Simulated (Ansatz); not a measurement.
All numbers below come from DFT PBE, scalar-relativistic, plane waves, PAW in Ansatz. All cells share a 420 eV cutoff and Γ-centred k meshes spaced at most about 0.3 Å⁻¹ (about 0.25 or finer for metals, 2π included). No spin polarisation.

The zero of energy is the elements' standard structures at the same level (O₂ as a molecule); no fitted shifts are applied. The references include grey tin.

These are static total energies at zero pressure. Larger cells and other orderings weren't all tried, so the list isn't exhaustive. Kohn–Sham gaps at this level usually fall short of measured ones.

A search for Zn2SnO3 gave 8 distinct relaxed structures. Coordination counts O atoms around Sn and Zn (those within 1.25 times the shortest such distance or 1.15 times the sum of covalent radii, 1.27 where that leaves under three; the shortest distance is added where it exceeds 1.18 times the sum of covalent radii; a slash parts the counts of unlike sites). Cells relaxed within their symmetry can be saddle points.

Q: What is the best candidate for Zn2SnO3?

A: The one with space group Cm (No. 8), reached from: a relaxed cell, shaken at random and relaxed again. It has a = 6.075 Å, b = 10.319 Å, c = 5.563 Å, β = 92.1°, 14.5 Å³/atom, a gap of 1.26 eV on the mesh. Zn on its first site has 4 O at 1.98–2.04 Å; Zn on its second site is surrounded by 4 O at 1.99–2.04 Å; Sn on its first site is surrounded by 1 O at 2.14 Å, 2 O at 2.28 Å and 1 O at 2.55 Å; O on a site of symmetry 1 has 3 Zn at 1.99–2.04 Å and 1 Sn at 2.28 Å; 4 more sites not described. Its energy over the elements is −1.259 eV/atom. Whether it is stable depends on the other phases of the system, which aren't compared here. An observed structure of this formula, if there is one, may be missing.

```xyz
12
Lattice="3.0374 -5.1594 0.0000 3.0374 5.1594 0.0000 -0.2066 0.0000 5.5596" Properties=species:S:1:pos:R:3 pbc="T T T"
Zn    1.8433   -1.8286    5.5144
Zn    1.8433    1.8286    5.5144
Zn    3.9309   -1.7535    2.7668
Zn    3.9309    1.7535    2.7668
Sn    1.0096    0.0000    3.0293
Sn    5.0358    0.0000    0.1849
O     2.0694   -1.9693    3.4899
O     2.0694    1.9693    3.4899
O     4.5959    0.0000    3.5748
O     3.8527   -1.9727    0.7499
O     3.8527    1.9727    0.7499
O     1.0421    0.0000    5.1642
```

Q: How much higher is the P-3 structure with 13.9 Å³/atom and coordination Zn 3/6/6 from 2.4 Å, Sn 3 (reached from: a cell proposed by chemical analogy)?

A: 182 meV/atom. Its gap on the mesh is 0.80 eV.

Q: How much higher is the I-4m2 structure with 14.5 Å³/atom and coordination Zn 4, Sn 4 (reached from: a cell proposed by chemical analogy)?

A: 87 meV/atom. It has no gap on its mesh.
